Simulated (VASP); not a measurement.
# H2 in VASP: settings compared

Aim: see how the results for H2 move with the level of theory and the settings. Levels: PBEsol, PBE, PBE+D3(BJ), r2SCAN, LDA. Tasks: relaxation of the atoms.

All numbers are computed with VASP 6.6.1; they aren't measurements. Logs are shortened: lines on timing, memory, paths and dates and some standing lists are left out, and cuts for length are marked.

### Step 1. The structure

The cell holds a molecule in a box, 2 atoms: a = 12.000 Å, b = 12.400 Å, c = 13.000 Å, α = 90.00°, β = 90.00°, γ = 90.00°.

### Step 2. Relaxation of the atoms, PBEsol

INCAR reads:

```
SYSTEM = H
PREC = Accurate
ENCUT = 600
EDIFF = 1E-7
ISMEAR = 0
SIGMA = 0.01
LREAL = .FALSE.
LASPH = .TRUE.
NELM = 80
ALGO = Fast
ISIF = 2
LWAVE = .FALSE.
LCHARG = .FALSE.
GGA = PS
IBRION = 2
NSW = 30
EDIFFG = -0.005
ISYM = 0
```

KPOINTS reads:

```
regular mesh
0
G
  1 1 1
  0 0 0
```

POSCAR reads:

```
H
1.0
   12.0000000000      0.0000000000      0.0000000000
    0.0000000000     12.4000000000      0.0000000000
    0.0000000000      0.0000000000     13.0000000000
H
2
Direct
    0.5000000000      0.5000000000      0.4715000000
    0.5000000000      0.5000000000      0.5285000000
```

Potentials or basis: VASP PAW PBE potentials, release 64 (H).

Command:

```
cat potpaw_PBE.64/H/POTCAR > POTCAR
mpirun -np 1 vasp_std > vasp.out
```

OUTCAR:

```text
SYSTEM = H
   PREC = Accurate
   ENCUT = 600
   EDIFF = 1E-7
   ISMEAR = 0
   LREAL = .FALSE.
   LASPH = .TRUE.
   NELM = 80
   ISIF = 2
   GGA = PS
   IBRION = 2
   NSW = 30
   EDIFFG = -0.005
   ISYM = 0

 ion  position               nearest neighbor table
   1  0.500  0.500  0.471-   2 0.74
   2  0.500  0.500  0.529-   1 0.74

IMPORTANT INFORMATION: All symmetrisations will be switched off!
NOSYMM: (Re-)initialisation of all symmetry stuff for point group C_1.

----------------------------------------------------------------------------------------

                                     Primitive cell

  volume of cell :    1934.4000

  direct lattice vectors                    reciprocal lattice vectors
    12.000000000  0.000000000  0.000000000     0.083333333  0.000000000  0.000000000
     0.000000000 12.400000000  0.000000000     0.000000000  0.080645161  0.000000000
     0.000000000  0.000000000 13.000000000     0.000000000  0.000000000  0.076923077

  length of vectors
    12.000000000 12.400000000 13.000000000     0.083333333  0.080645161  0.076923077

  position of ions in fractional coordinates (direct lattice)
     0.500000000  0.500000000  0.471500000
     0.500000000  0.500000000  0.528500000

  ion indices of the primitive-cell ions
   primitive index   ion index
                 1           1
                 2           2

----------------------------------------------------------------------------------------

 KPOINTS: regular mesh

Automatic generation of k-mesh.
 Grid dimensions read from file:
 generate k-points for:    1    1    1

 Generating k-lattice:

  Cartesian coordinates                     Fractional coordinates (reciprocal lattice)
     0.083333333  0.000000000  0.000000000     1.000000000  0.000000000  0.000000000
     0.000000000  0.080645161  0.000000000     0.000000000  1.000000000  0.000000000
     0.000000000  0.000000000  0.076923077     0.000000000  0.000000000  1.000000000

  Length of vectors
     0.083333333  0.080645161  0.076923077

  Shift w.r.t. Gamma in fractional coordinates (k-lattice)
     0.000000000  0.000000000  0.000000000

 Subroutine IBZKPT returns following result:
 ===========================================

 Found      1 irreducible k-points:

 Following reciprocal coordinates:
            Coordinates               Weight
  0.000000  0.000000  0.000000      1.000000
   k-points           NKPTS =      1   k-points in BZ     NKDIM =      1   number of bands    NBANDS=      5
   number of dos      NEDOS =    301   number of ions     NIONS =      2
   total plane-waves  NPLWV = ******
   dimension x,y,z NGX =    96 NGY =  100 NGZ =  108
   dimension x,y,z NGXF=   192 NGYF=  200 NGZF=  216
   ions per type =               2
   NGX,Y,Z   is equivalent  to a cutoff of  13.30, 13.41, 13.81 a.u.
   NGXF,Y,Z  is equivalent  to a cutoff of  26.60, 26.81, 27.62 a.u.
 SYSTEM =  H
   PREC   = accura    normal or accurate (medium, high low for compatibility)
   ISTART =      0    job   : 0-new  1-cont  2-samecut
   ICHARG =      2    charge: 1-file 2-atom 10-const
   ISPIN  =      1    spin polarized calculation?
   LNONCOLLINEAR =      F non collinear calculations
   LSORBIT =      F    spin-orbit coupling
   LASPH  =      T    aspherical Exc in radial PAW
   ENCUT  =  600.0 eV  44.10 Ry    6.64 a.u.  23.97 24.77 25.96*2*pi/ulx,y,z
   NELM   =     80;   NELMIN=  2; NELMDL= -5     # of ELM steps
   EDIFF  = 0.1E-06   stopping-criterion for ELM
   LREAL  =      F    real-space projection
   EDIFFG = -.5E-02   stopping-criterion for IOM
   NSW    =     30    number of steps for IOM
   IBRION =      2    ionic relax: 0-MD 1-quasi-New 2-CG
   NFREE  =      1    steps in history (QN), initial steepest desc. (CG)
   ISIF   =      2    stress and relaxation
   ISYM   =      0    0-nonsym 1-usesym 2-fastsym
   POTIM  = 0.5000    time-step for ionic-motion
   TEBEG  =    0.0;   TEEND  =   0.0 temperature during run
   PSTRESS=    0.0 pullay stress
   NELECT =       2.0000    total number of electrons
   NUPDOWN=      -1.0000    fix difference up-down
   EMIN   =  10.00;   EMAX   =-10.00  energy-range for DOS
   EFERMI =   0.00;   METHOD = LEGACY
   ISMEAR =     0;   SIGMA  =   0.01  broadening in eV -4-tet -1-fermi 0-gaus
   EFERMI_NEDOS =   21; number of points for ismear=-14 and -15
   IALGO  =     68    algorithm
   IMIX   =      4    mixing-type and parameters
     AMIX     =   0.40;   BMIX     =  1.00
     AMIX_MAG =   1.60;   BMIX_MAG =  1.00
  volume/ion in A,a.u.               =     967.20      6526.99
  Fermi-wavevector in a.u.,A,eV,Ry     =   0.165540  0.312825  0.372847  0.027403
  Thomas-Fermi vector in A             =   0.867571
   LORBIT       =      0    0 simple, 1 ext, 2 COOP (PROOUT), +10 PAW based schemes
   GGA     = PS    functional components
   LHFCALC =     F    Hartree Fock is set to
   AEXX    =    0.0000 exact exchange contribution
   IVDW    =     0    specifies the selected vdW correction
   LEPSILON=     F    determine dielectric tensor
   LRPA    =     F    only Hartree local field effects (RPA)
 conjugate gradient relaxation of ions
 non-spin polarized calculation
 RMM-DIIS sequential band-by-band and
 Gauss-broadening in eV      SIGMA  =   0.01
  energy-cutoff  :      600.00
  volume of cell :     1934.40
 maximum number of plane-waves:     64477
 NGX is ok and might be reduce to    96
   NGX = 47   NGY = 49   NGZ = 51

--------------------------------------- Ionic step        1  -------------------------------------------

 number of electron       2.0000001 magnetization

 Free energy of the ion-electron system (eV)
  ---------------------------------------------------
  ext. energy  EPLUGINS =         0.00000000
  ---------------------------------------------------
  free energy    TOTEN  =        -6.50968033 eV

  energy without entropy =       -6.50968033  energy(sigma->0) =       -6.50968033

------------------------ aborting loop because EDIFF is reached ----------------------------------------

  FORCE on cell =-STRESS in cart. coord.  units (eV):
  Direction    XX          YY          ZZ          XY          YZ          ZX
  --------------------------------------------------------------------------------------
  -------------------------------------------------------------------------------------
  Total       -0.0071466     -0.0070239      0.4399869      0.0000000     -0.0000000      0.0000000
  in kB       -0.0059192     -0.0058175      0.3644215      0.0000000     -0.0000000      0.0000000
  external PRESSURE =       0.1175616 kB  Pullay stress =       0.0000000 kB

 VOLUME and BASIS-vectors are now :
 -----------------------------------------------------------------------------
  energy-cutoff  :      600.00
  volume of cell :     1934.40
      direct lattice vectors                 reciprocal lattice vectors
    12.000000000  0.000000000  0.000000000     0.083333333  0.000000000  0.000000000
     0.000000000 12.400000000  0.000000000     0.000000000  0.080645161  0.000000000
     0.000000000  0.000000000 13.000000000     0.000000000  0.000000000  0.076923077

 POSITION                                       TOTAL-FORCE (eV/Angst)
 -----------------------------------------------------------------------------------
      6.00000      6.20000      6.12950        -0.000000     -0.000000     -0.606041
      6.00000      6.20000      6.87050         0.000000      0.000000      0.606041
 -----------------------------------------------------------------------------------
    total drift:                               -0.000000      0.000000      0.000000

  FREE ENERGIE OF THE ION-ELECTRON SYSTEM (eV)
  ---------------------------------------------------
  free  energy   TOTEN  =        -6.5096803263 eV

  energy  without entropy=       -6.5096803263  energy(sigma->0) =       -6.50968033

--------------------------------------- Ionic step        2  -------------------------------------------

 number of electron       2.0000001 magnetization

 E-fermi :  -9.8767     XC(G=0):  -0.2025

 val. band max:       -9.9399437221   @ k =   0.0000   0.0000   0.0000
 cond. band min:      -0.0955229244   @ k =   0.0000   0.0000   0.0000
 fundamental gap:      9.8444207977
 Fermi energy:        -9.8767199043

 k-point     1 :       0.0000    0.0000    0.0000
  band No.  band energies     occupation
      1      -9.9399      2.00000
      2      -0.0955      0.00000
      3       0.1812      0.00000
      4       0.7005      0.00000
      5       0.7458      0.00000

------------------------ aborting loop because EDIFF is reached ----------------------------------------

  FORCE on cell =-STRESS in cart. coord.  units (eV):
  Direction    XX          YY          ZZ          XY          YZ          ZX
  --------------------------------------------------------------------------------------
  -------------------------------------------------------------------------------------
  Total       -0.0066388     -0.0065218     -0.9751308     -0.0000000     -0.0000000     -0.0000000
  in kB       -0.0054986     -0.0054017     -0.8076574     -0.0000000     -0.0000000     -0.0000000
  external PRESSURE =      -0.2728526 kB  Pullay stress =       0.0000000 kB

 VOLUME and BASIS-vectors are now :
 -----------------------------------------------------------------------------
  energy-cutoff  :      600.00
  volume of cell :     1934.40
      direct lattice vectors                 reciprocal lattice vectors
    12.000000000  0.000000000  0.000000000     0.083333333  0.000000000  0.000000000
     0.000000000 12.400000000  0.000000000     0.000000000  0.080645161  0.000000000
     0.000000000  0.000000000 13.000000000     0.000000000  0.000000000  0.076923077

 POSITION                                       TOTAL-FORCE (eV/Angst)
 -----------------------------------------------------------------------------------
      6.00000      6.20000      6.10026         0.000000     -0.000000      1.211236
      6.00000      6.20000      6.89974        -0.000000      0.000000     -1.211236
 -----------------------------------------------------------------------------------
    total drift:                                0.000000     -0.000000      0.000000

  FREE ENERGIE OF THE ION-ELECTRON SYSTEM (eV)
  ---------------------------------------------------
  free  energy   TOTEN  =        -6.4886856763 eV

  energy  without entropy=       -6.4886856763  energy(sigma->0) =       -6.48868568

--------------------------------------- Ionic step        3  -------------------------------------------

 number of electron       2.0000001 magnetization

 Free energy of the ion-electron system (eV)
  ---------------------------------------------------
  ext. energy  EPLUGINS =         0.00000000
  ---------------------------------------------------
  free energy    TOTEN  =        -6.51479097 eV

  energy without entropy =       -6.51479097  energy(sigma->0) =       -6.51479097

 E-fermi : -10.0625     XC(G=0):  -0.1976

 val. band max:      -10.1268750810   @ k =   0.0000   0.0000   0.0000
 cond. band min:      -0.0935432497   @ k =   0.0000   0.0000   0.0000
 fundamental gap:     10.0333318313
 Fermi energy:       -10.0624907130

 k-point     1 :       0.0000    0.0000    0.0000
  band No.  band energies     occupation
      1     -10.1269      2.00000
      2      -0.0935      0.00000
      3       0.2922      0.00000
      4       0.7082      0.00000
      5       0.7550      0.00000

------------------------ aborting loop because EDIFF is reached ----------------------------------------

  FORCE on cell =-STRESS in cart. coord.  units (eV):
  Direction    XX          YY          ZZ          XY          YZ          ZX
  --------------------------------------------------------------------------------------
  -------------------------------------------------------------------------------------
  Total       -0.0069492     -0.0068256     -0.0098516      0.0000000      0.0000000      0.0000000
  in kB       -0.0057557     -0.0056533     -0.0081597      0.0000000      0.0000000      0.0000000
  external PRESSURE =      -0.0065229 kB  Pullay stress =       0.0000000 kB

 VOLUME and BASIS-vectors are now :
 -----------------------------------------------------------------------------
  energy-cutoff  :      600.00
  volume of cell :     1934.40
      direct lattice vectors                 reciprocal lattice vectors
    12.000000000  0.000000000  0.000000000     0.083333333  0.000000000  0.000000000
     0.000000000 12.400000000  0.000000000     0.000000000  0.080645161  0.000000000
     0.000000000  0.000000000 13.000000000     0.000000000  0.000000000  0.076923077

 POSITION                                       TOTAL-FORCE (eV/Angst)
 -----------------------------------------------------------------------------------
      6.00000      6.20000      6.12088         0.000000      0.000000      0.001889
      6.00000      6.20000      6.87912        -0.000000     -0.000000     -0.001889
 -----------------------------------------------------------------------------------
    total drift:                               -0.000000      0.000000      0.000000

  FREE ENERGIE OF THE ION-ELECTRON SYSTEM (eV)
  ---------------------------------------------------
  free  energy   TOTEN  =        -6.5147909729 eV

  energy  without entropy=       -6.5147909729  energy(sigma->0) =       -6.51479097

 reached required accuracy - stopping structural energy minimisation
```

Run time: 5.3 min. Hardware: 1 thread of AMD EPYC 7R13 (Zen 3), shared host; peak memory 1.7 GiB.

Results:

* Free energy: -6.5148 eV
* Energy gained by relaxing: 2.6 meV/atom
* Ionic steps: 3
* Gap between the frontier levels: 10.03 eV

Step by step:
```tsv
step	energy change (eV)	largest force (eV/Å)	pressure (GPa)
1	0.0000	0.6060	0.01
2	0.0210	1.2112	-0.03
3	-0.0051	0.0019	0.00
```

Final structure:
```
H
1.0
    12.00000    0.00000    0.00000
     0.00000   12.40000    0.00000
     0.00000    0.00000   13.00000
H
2
Cartesian
  6.0000 6.2000 6.1209
  6.0000 6.2000 6.8791
```

Levels at points of the mesh, in eV from the valence-band top:
| k point | band 1 | band 2 | band 3 | band 4 | band 5 |
| --- | --- | --- | --- | --- | --- |
| (0.00, 0.00, 0.00) | 0.00 | 10.03 | 10.42 | 10.84 | 10.88 |

Caveat: the PAW data sets were made with another functional, which shifts forces and pressure a little. As with any semilocal functional, this PBEsol gap is likely too small.

### Step 3. Relaxation of the atoms, PBE

INCAR reads:

```
ALGO     = Normal         # electronic algorithm
EDIFF    = 1E-7           # SCF threshold, eV
EDIFFG   = -0.005         # ionic threshold
ENCUT    = 600            # plane-wave cutoff, eV
GGA      = PE             # functional
IBRION   = 2              # ionic algorithm
ISIF     = 2              # what is computed and relaxed
ISMEAR   = 0              # smearing method
ISYM     = 0            
LASPH    = T              # aspherical terms in the spheres
LCHARG   = F              # write CHGCAR
LREAL    = F              # projectors in reciprocal space
LWAVE    = F              # write WAVECAR
NELM     = 80             # most SCF steps
NSW      = 30             # ionic steps
PREC     = Accurate       # precision mode
SIGMA    = 0.01           # smearing width, eV
```

KPOINTS reads:

```
k-points
0
Gamma
  1 1 1
```

POSCAR is that of step 2.

Potentials or basis: VASP PAW PBE potentials, release 64 (H).

Command:

```
cat potpaw_PBE.64/H/POTCAR > POTCAR
mpirun -np 1 vasp_std > vasp.out
```

OUTCAR:

```text
EDIFF = 1E-7
   EDIFFG = -0.005
   ENCUT = 600
   GGA = PE
   IBRION = 2
   ISIF = 2
   ISMEAR = 0
   ISYM = 0
   LASPH = T
   LREAL = F
   NELM = 80
   NSW = 30
   PREC = Accurate

 ion  position               nearest neighbor table
   1  0.500  0.500  0.471-   2 0.74
   2  0.500  0.500  0.529-   1 0.74

IMPORTANT INFORMATION: All symmetrisations will be switched off!
NOSYMM: (Re-)initialisation of all symmetry stuff for point group C_1.

----------------------------------------------------------------------------------------

                                     Primitive cell

  volume of cell :    1934.4000

  direct lattice vectors                    reciprocal lattice vectors
[... 121 lines left out ...]
  -------------------------------------------------------------------------------------
  Total       -0.0077469     -0.0076205      0.2193345     -0.0000000      0.0000000      0.0000000
  in kB       -0.0064164     -0.0063117      0.1816650     -0.0000000      0.0000000      0.0000000
  external PRESSURE =       0.0563123 kB  Pullay stress =       0.0000000 kB
[... 59 lines left out ...]
--------------------------------------- Ionic step        3  -------------------------------------------

 number of electron       2.0000001 magnetization

 Free energy of the ion-electron system (eV)
  ---------------------------------------------------
  ext. energy  EPLUGINS =         0.00000000
  ---------------------------------------------------
  free energy    TOTEN  =        -6.77410394 eV

  energy without entropy =       -6.77410394  energy(sigma->0) =       -6.77410394

 E-fermi : -10.2568     XC(G=0):  -0.2001

 val. band max:      -10.3222315458   @ k =   0.0000   0.0000   0.0000
 cond. band min:      -0.1016344997   @ k =   0.0000   0.0000   0.0000
 fundamental gap:     10.2205970462
 Fermi energy:       -10.2568161899

 k-point     1 :       0.0000    0.0000    0.0000
  band No.  band energies     occupation
      1     -10.3222      2.00000
      2      -0.1016      0.00000
      3       0.2480      0.00000
      4       0.6893      0.00000
      5       0.7339      0.00000
[... 27 lines left out ...]
  FREE ENERGIE OF THE ION-ELECTRON SYSTEM (eV)
  ---------------------------------------------------
  free  energy   TOTEN  =        -6.7741039379 eV

  energy  without entropy=       -6.7741039379  energy(sigma->0) =       -6.77410394

 reached required accuracy - stopping structural energy minimisation
```

OSZICAR:

```text
N       E                     dE             d eps       ncg     rms          rms(c)
DAV:   1     0.555275768680E+01    0.55528E+01   -0.49602E+02    10   0.230E+02
DAV:   2    -0.697986852848E+01   -0.12533E+02   -0.12533E+02    15   0.428E+01
DAV:   3    -0.747662223417E+01   -0.49675E+00   -0.49675E+00    15   0.161E+01
[... 41 lines left out ...]
DAV:   8    -0.677410159701E+01   -0.46485E-05   -0.22907E-07    10   0.180E-03    0.907E-05
DAV:   9    -0.677410302942E+01   -0.14324E-05   -0.28817E-08    10   0.652E-04    0.784E-05
DAV:  10    -0.677410364437E+01   -0.61495E-06   -0.11498E-08    10   0.410E-04    0.265E-05
DAV:  11    -0.677410391669E+01   -0.27232E-06   -0.32655E-09    10   0.244E-04    0.167E-05
DAV:  12    -0.677410393791E+01   -0.21222E-07    0.33499E-10    10   0.366E-05
   3 F= -.67741039E+01 E0= -.67741039E+01  d E =-.133649E-02
```

It took 3.8 min on 1 thread of AMD EPYC 9R14 (Zen 4), shared host; peak memory 1.7 GiB.

Results:

| Item | Value |
| --- | --- |
| Free energy | -6.7741 eV |
| Energy gained by relaxing | 0.7 meV/atom |
| Ionic steps | 3 |
| Gap between the frontier levels | 10.22 eV |

Step by step:
| step | energy change (eV) | largest force (eV/Å) | pressure (GPa) |
| --- | --- | --- | --- |
| 1 | 0.0000 | 0.3098 | 0.01 |
| 2 | 0.0061 | 0.6838 | -0.02 |
| 3 | -0.0013 | 0.0002 | 0.00 |

Final structure:
```
CELL_PARAMETERS angstrom
12.00000 0.00000 0.00000
0.00000 12.40000 0.00000
0.00000 0.00000 13.00000
ATOMIC_POSITIONS crystal
H 0.50000 0.50000 0.47116
H 0.50000 0.50000 0.52884
```

(Part 1 of 2 ends here.)
